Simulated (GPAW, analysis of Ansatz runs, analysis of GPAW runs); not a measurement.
## Local vibrational mode of the N3VH centre in diamond (PBE) (GPAW)

How near does this set-up come to the measured local vibrational mode? Subject: N3VH centre in diamond. Set-up: PBE, plane waves 500 eV, 64-site cell, PBE lattice, k: the zone centre alone, anharmonic cut along the mode. The model is a cell of 64 host atoms with 1 site emptied, N put on another atom's site, N put on another atom's site, N put on another atom's site and H put in between. The frequencies come from force constants among the defect atom and its neighbours, with the masses of the isotopes named.

Measured beforehand: C-H stretch, 1H: 3107 cm⁻¹, by FTIR absorption (quoted in “Hydrogen-related defects in diamond: A comparison between observed and calculated FTIR spectra”, 2024, M.C. Day et al., quoting earlier work (2014)). C-H bend, 1H: 1405 cm⁻¹, by FTIR absorption (quoted in “Hydrogen-related defects in diamond: A comparison between observed and calculated FTIR spectra”, 2024, M.C. Day et al., quoting earlier work (1991)).

Calculated with GPAW 26.7.0; GPAW plane-wave PAW DFT, PBE; relaxation of all atoms of a defect supercell.

This is a report of a sequence of runs, with most program output left out.

### 1. Starting point

The cell holds 64 atoms: 60 C, 3 N and 1 H. Its edges and angles: a = 7.144 Å, b = 7.144 Å, c = 7.144 Å, α = 90.0°, β = 90.0°, γ = 90.0°. It derives from C (space group Fd-3m). Nearest the centre at fractional (0.375, 0.375, 0.375): H64 at 0.45 Å, N41 at 1.53 Å, N4 at 1.53 Å, C48 at 1.55 Å, N26 at 1.57 Å, C22 at 2.51 Å, C13 at 2.51 Å, C5 at 2.51 Å.

The host's primitive cell comes from a first run (GPAW plane-wave PAW DFT, PBE; relaxation of cell and atoms of a defect-free cell): vectors of 2.526, 2.526 and 2.526 Å. That is 5.70 Å³ an atom, 0.4 % over the diffraction cell's volume. The supercell is built on it.

### 2. Relaxation, charge 0

Every later number rests on the structure around the defect, so the atoms are relaxed at the host's lattice first.

File run.py:

```python
import numpy as np
from ase.io import read, write
from ase.parallel import parprint, world
from gpaw import GPAW, PW
from ase.optimize import BFGS

atoms = read('POSCAR')
calc = GPAW(mode=PW(500),
            xc='PBE',
            kpts={'size': (1, 1, 1), 'gamma': True},
            occupations={'name': 'fermi-dirac', 'width': 0.01},
            nbands=136,
            convergence={'density': 1e-05, 'forces': 0.001},
            maxiter=150,
            symmetry='off',
            txt='gpaw.txt')
atoms.calc = calc
opt = BFGS(atoms, trajectory='relax.traj', logfile='-')
done = opt.run(fmax=0.01, steps=80)
parprint('Converged:', done)
energy = atoms.get_potential_energy()
forces = atoms.get_forces()
parprint(f'Energy: {energy:.6f} eV, largest force {np.linalg.norm(forces, axis=1).max():.4f} eV/A')
calc.write('gs.gpw')
write('final.xyz', atoms)
for s in range(calc.get_number_of_spins()):
    parprint('Levels (eV), spin', s, calc.get_eigenvalues(kpt=0, spin=s)[-16:].round(3))
```

File POSCAR:

```
C  N  C  N  C  N  C  H 
 1.0000000000000000
     7.1439157092080041   -0.0000000000000009   -0.0000000000000000
     0.0000000000000004    7.1439157092080050   -0.0000000000000000
    -0.0000000000000004   -0.0000000000000018    7.1439157092080032
 C   N   C   N   C   N   C   H  
   3   1  21   1  14   1  22   1
Direct
  0.0007818265364375 -0.0001316671559082  0.2526849749156577
 -0.0000143916956790  0.2523416974842586 -0.0015342500193724
  0.2510840002543183 -0.0015651252229908  0.0020525604555187
  0.2500692708595785  0.2521512831650511  0.2517902128568523
  0.1277237379191730  0.1246771894210534  0.3744389996983068
  0.1228806103282464  0.3737701357233404  0.1236460061718360
  0.3768662957052799  0.1235936943796254  0.1265417266489593
  0.0020281636123553  0.0018435535910211  0.7505705634281512
  0.0000970099474498  0.2513884862448399  0.4975709320600497
  0.2521123516538633  0.0001194668149520  0.4981665946375411
  0.2484605897766658  0.2481337778681105  0.7485910627289420
  0.1276203629079767  0.1241175819345129  0.8745610091193948
  0.1248820898911703  0.3746432127050532  0.6222257473707613
  0.3746832632731577  0.1226460468352255  0.6264819782092464
  0.3726412371911740  0.3742196991358701  0.8737096331891557
 -0.0023028211150712  0.4988515348424535  0.2488974048767451
 -0.0017783745978001  0.7507561789504362 -0.0020256484478582
  0.2508486974296711  0.4973398213478351  0.0002020835159703
  0.2478652973963213  0.7513693061535810  0.2488143690584492
  0.1228266593732371  0.6238857683680905  0.3763684866291430
  0.1231571728186032  0.8768675252323794  0.1240232633458547
  0.3756248318393828  0.6246673303356294  0.1277086144092333
  0.3759739285376242  0.8756009106210181  0.3724449957647252
 -0.0004360759852788  0.4996846463387891  0.7527473747583159
  0.0020303779927525  0.7484253274656318  0.4988884030081661
  0.2476539554134175  0.5009131105758887  0.5012247368975928
  0.2484961518806997  0.7514371940262858  0.7481263432942693
  0.1251536570192114  0.6222150591947144  0.8752411879366742
  0.1273752658790857  0.8735602447849818  0.6246494382792882
  0.3725304029800187  0.6257422938732761  0.6239101523648557
  0.3770986007464119  0.8768296598269315  0.8747069204773135
  0.4981087683783010 -0.0020619188619096  0.2500969917467533
  0.4978877401430249  0.2483971510142568  0.0008982806073272
  0.7506460168534770  0.0014708199335143 -0.0022928208754478
  0.7493034053849120  0.2525142635237098  0.2489846615179113
  0.6265807708370501  0.1234907761371600  0.3732504045919456
  0.6247218542021198  0.3741767984445786  0.1223386747906781
  0.8764668187208642  0.1240083149157293  0.1228314334833395
  0.8726862753566612  0.3735346150681316  0.3744194802406222
  0.4994892468927691  0.0026071667327328  0.7491171123744154
  0.4977360184709856  0.2507297902902088  0.4985236977794826
  0.7492612028356490  0.0012392156493489  0.4976007920803394
  0.7484839208245149  0.2499637574205037  0.7476467332895085
  0.6261557370831682  0.1247938692520667  0.8775415463264553
  0.6272309273393463  0.3759702781791555  0.6236146481570535
  0.8770549695844544  0.1241143882176967  0.6266823994082190
  0.8722717597516396  0.3746865922116266  0.8744557956140036
  0.4995426534709588  0.4992980355822926  0.2473287167939533
  0.4979572918072520  0.7513556461263771  0.0013517559221234
  0.7509437298882466  0.4983023067303841 -0.0020161562736049
  0.7486146336771394  0.7496492712425148  0.2524073692589223
  0.6259750000890723  0.6234719230083307  0.3728664506093722
  0.6275831409640052  0.8759962904232631  0.1245847120757712
  0.8729567486852997  0.6231125715922656  0.1253168845001445
  0.8727344905402461  0.8739825169135438  0.3737077643292218
  0.4993153739254761  0.5005871721736712  0.7473496810281225
  0.5008064115613875  0.7514573078987908  0.4977497487154609
  0.7509420616928708  0.4974032946107336  0.4995446802814728
  0.7492619444048125  0.7483874466535851  0.7478337546345606
  0.6242713132835337  0.6222982359264071  0.8749153581112429
  0.6260718693763705  0.8736583049540588  0.6272110238979707
  0.8736366026091201  0.6247194414061947  0.6274290144034455
  0.8770378679185344  0.8768839071962941  0.8746316742937148
  0.4131499155874259  0.4103698331461783  0.3406808478037319
```

On the command line:

```console
OMP_NUM_THREADS=1 mpirun -n 4 gpaw python run.py > stdout
```

Wall time 2.2 min (4 MPI ranks of Arm Neoverse V1, shared host); peak memory 1.3 GiB.

Step by step:

```csv
step,energy less that of the first step (eV)
0,0.0000
1,-1.1032
2,-1.5567
3,-1.6542
4,-1.6856
5,-1.6915
6,-1.6941
7,-1.6951
8,-1.6956
9,-1.6957
10,-1.6958
11,-1.6959
12,-1.6959
13,-1.6959
```

The atoms that moved most (Å):

```csv
atom,dx,dy,dz,length
N4,-0.082,-0.098,-0.097,0.160
N41,0.097,-0.088,0.088,0.157
H64,0.057,0.074,-0.085,0.126
N26,-0.065,0.073,0.069,0.119
C48,0.057,0.058,-0.038,0.090
C7,-0.052,0.011,-0.012,0.054
C36,-0.015,0.011,0.047,0.051
C45,-0.019,-0.046,0.004,0.050
```

Neighbours of the ideal centre at the end:

```csv
atom,distance (Å)
H64,0.569
C48,1.641
N26,1.684
N41,1.686
N4,1.690
C13,2.516
C14,2.516
C30,2.519
C5,2.519
C45,2.520
C20,2.522
C36,2.523
C6,2.525
C7,2.526
C52,2.533
C22,2.535
```

Neighbours of the added atoms: H64: C48 1.07, N41 1.95, N26 1.95 Å.

### 3. Atom N4 moved by 0.015 A along x

Force constants come from the forces after small displacements; symmetry gives the rest. One such run is shown.

This step: GPAW plane-wave PAW DFT, PBE; single point of a defect supercell.

Edit run.py of step 2 so:

```diff
@@ -4,3 +4,2 @@
 from gpaw import GPAW, PW
-from ase.optimize import BFGS
 
@@ -12,3 +11,3 @@
             nbands=136,
-            convergence={'density': 1e-05, 'forces': 0.001},
+            convergence={'density': 1e-06, 'forces': 0.0001},
             maxiter=150,
@@ -17,5 +16,2 @@
 atoms.calc = calc
-opt = BFGS(atoms, trajectory='relax.traj', logfile='-')
-done = opt.run(fmax=0.01, steps=80)
-parprint('Converged:', done)
 energy = atoms.get_potential_energy()
```

File POSCAR:

```
C  N  C  N  C  N  C  H 
 1.0000000000000000
     7.1439157092080041   -0.0000000000000009   -0.0000000000000000
     0.0000000000000004    7.1439157092080050   -0.0000000000000000
    -0.0000000000000004   -0.0000000000000018    7.1439157092080032
 C   N   C   N   C   N   C   H  
   3   1  21   1  14   1  22   1
Direct
 -0.0015600394032694 -0.0016813398266329  0.2499080955978870
 -0.0015584282420424  0.2497164080058518 -0.0017893016267709
[... 1 atom line left out ...]
  0.2407081116289710  0.2384887783325879  0.2381508698103907
  0.1257384166560364  0.1256224914360717  0.3691354569876852
[... 7 atom lines left out ...]
  0.1257504212769602  0.3801796172509855  0.6237035767733002
  0.3802919981962091  0.1256081953547409  0.6237096770692409
[... 5 atom lines left out ...]
  0.1252111917903867  0.6244008484381353  0.3798417759188306
[... 5 atom lines left out ...]
  0.2386112867769234  0.5111680510582122  0.5108381171541821
[... 3 atom lines left out ...]
  0.3696059776568565  0.6244008078441512  0.6242385592892717
[... 5 atom lines left out ...]
  0.6245178444994018  0.1250898423742841  0.3798447000854712
[... 4 atom lines left out ...]
  0.5112899575917503  0.2384758358506547  0.5108569891573647
[... 3 atom lines left out ...]
  0.6245255811528354  0.3694870974748152  0.6242474157767466
[... 2 atom lines left out ...]
  0.5075494949256585  0.5073776535924220  0.2419862034166767
[... 15 atom lines left out ...]
  0.4210644193523779  0.4206718937243971  0.3288233562123631
```

On the command line:

```console
OMP_NUM_THREADS=1 gpaw python run.py > stdout
```

It took 72 s on 1 MPI rank; peak memory 0.51 GiB.

Forces of up to 0.57 eV/Å remain, so this geometry is not at rest at this level.

### 4. Local vibrational modes

Analysis of the runs above: force constants by central differences of GPAW plane-wave PAW DFT, PBE forces among the atoms nearest to a defect, the others at rest.

The modes with the largest weight on the probed atoms (the light atom of a pair), for the masses of each isotope. Modes of the displaced atoms (local only where they lie over the host's phonons):

| isotopes | mode (cm⁻¹) | share of the defect atoms |
| --- | --- | --- |
| H | 3218 | 0.927 |
| H | 1330 | 0.832 |
| H | 1330 | 0.832 |

### 5. Point 1 along the mode

A light atom samples the curved part of its well, so the energy is mapped along the mode and the one-dimensional Schrödinger equation solved on it.

This step: GPAW plane-wave PAW DFT, PBE; single point of a defect supercell.

Edit run.py of step 3 so:

```diff
@@ -11,3 +11,3 @@
             nbands=136,
-            convergence={'density': 1e-06, 'forces': 0.0001},
+            convergence={'density': 1e-05, 'bands': 133},
             maxiter=150,
```

Edit POSCAR of step 3 so:

```diff
@@ -11,3 +11,3 @@
 [... 1 atom line left out ...]
-  0.2407081116289710  0.2384887783325879  0.2381508698103907
+  0.2385743258591406  0.2384546813903659  0.2381576517013309
   0.1257384166560364  0.1256224914360717  0.3691354569876852
@@ -19,3 +19,3 @@
 [... 5 atom lines left out ...]
-  0.2386112867769234  0.5111680510582122  0.5108381171541821
+  0.2385771898347014  0.5111612691672720  0.5108722140964042
 [... 3 atom lines left out ...]
@@ -25,3 +25,3 @@
 [... 4 atom lines left out ...]
-  0.5112899575917503  0.2384758358506547  0.5108569891573647
+  0.5112831757008102  0.2384417389084326  0.5108910860995867
 [... 3 atom lines left out ...]
@@ -29,4 +29,4 @@
 [... 2 atom lines left out ...]
-  0.5075494949256585  0.5073776535924220  0.2419862034166767
+  0.5056084405695694  0.5054365992363330  0.2439272577727657
 [... 15 atom lines left out ...]
-  0.4210644193523779  0.4206718937243971  0.3288233562123631
+  0.4448612978963197  0.4444687722683389  0.3050264776684214
```

Elapsed: 5.5 min, on 1 MPI rank; peak memory 0.51 GiB.

### 6. Anharmonic fundamental

Analysis of the runs above: one-dimensional Schroedinger equation on a polynomial through GPAW plane-wave PAW DFT, PBE energies along the local mode.

Table of energy by normal coordinate:

```
normal coordinate (amu½ Å)  energy (eV)
                    -0.307         3.67
                    -0.225         1.60
                    -0.154        0.629
                    -0.077        0.132
                     0.000            0
                     0.077       0.0959
                     0.154        0.329
                     0.225        0.616
                     0.307        0.979
                     0.389         1.35
```

### 7. Summary of results

| Property | Result |
| --- | --- |
| distance from the defect atom to its nearest neighbour | 1.072 Å |
| C-H stretch, 1H | 3082 cm⁻¹ |
| C-H bend, 1H | 1330 cm⁻¹ |

What this shows: C-H stretch, 1H: computed 3082 cm⁻¹, measured 3107 cm⁻¹; 25 cm⁻¹ (1 %) below the measurement. C-H bend, 1H: computed 1330 cm⁻¹, measured 1405 cm⁻¹; 75 cm⁻¹ (5 %) below the measurement. The anharmonic cut moves the C-H stretch, 1H from 3217 to 3082 cm⁻¹; a straight cut leaves out the coupling to the other modes. Only the named neighbours move, so modes near the host's band are approximate. Limits: the zone centre alone is a coarse sampling for this cell; the periodic copies of the defect are only 7.1 Å apart.

[Logs are printed without paths, hosts, clocks, repeated set-up lines and the standing remarks that a program may print on its own settings, such as how far it seeks lower states.]

[Hosts, paths, dates, database ids (printed as entryN), source tags and the programs' standing remarks are cut or masked in the printed files.]

[For some hosts the program warned that the k-mesh of the response run may be too coarse for force constants and the static dielectric constant; such warnings are not shown here.]
